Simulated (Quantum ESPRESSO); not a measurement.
Crystal: ZnAu.

```
CELL_PARAMETERS angstrom
3.14700 0.00000 0.00000
0.00000 3.14700 0.00000
0.00000 0.00000 3.14700
ATOMIC_POSITIONS crystal
Au 0.00000 0.00000 0.00000
Zn 0.50000 0.50000 0.50000
```

| Property | Result |
| --- | --- |
| Program | Quantum ESPRESSO 7.5 |
| Task | phonons |
| Functional | PBE |
| Potentials or basis | GBRV 1.5 PBE |
| Cutoff | 762 eV |
| Density cutoff | 6095 eV |
| k mesh | 7 × 7 × 7 |
| Occupations | cold, width 0.2 eV |
| Spin | no spin polarisation |
| Mixing beta | 0.5 |
| Most SCF iterations | 120 |
| SCF threshold | 4e-10 Ry |

The cell and the atoms were relaxed first, to 16.09 Å³/atom (a = 3.181 Å, b = 3.181 Å, c = 3.181 Å, α = 90.00°, β = 90.00°, γ = 90.00°), and the response was taken there.

Question: What is the highest optical frequency at the zone centre?

Answer: 130 cm⁻¹, a mode of symmetry T1u (IR).

Optical modes at Γ, degenerate ones joined:
| cm⁻¹ | components | symmetry | active in |
| --- | --- | --- | --- |
| 130 | 3 | T1u | IR |

Caveat: the mesh is thin for the phonons of a metal.
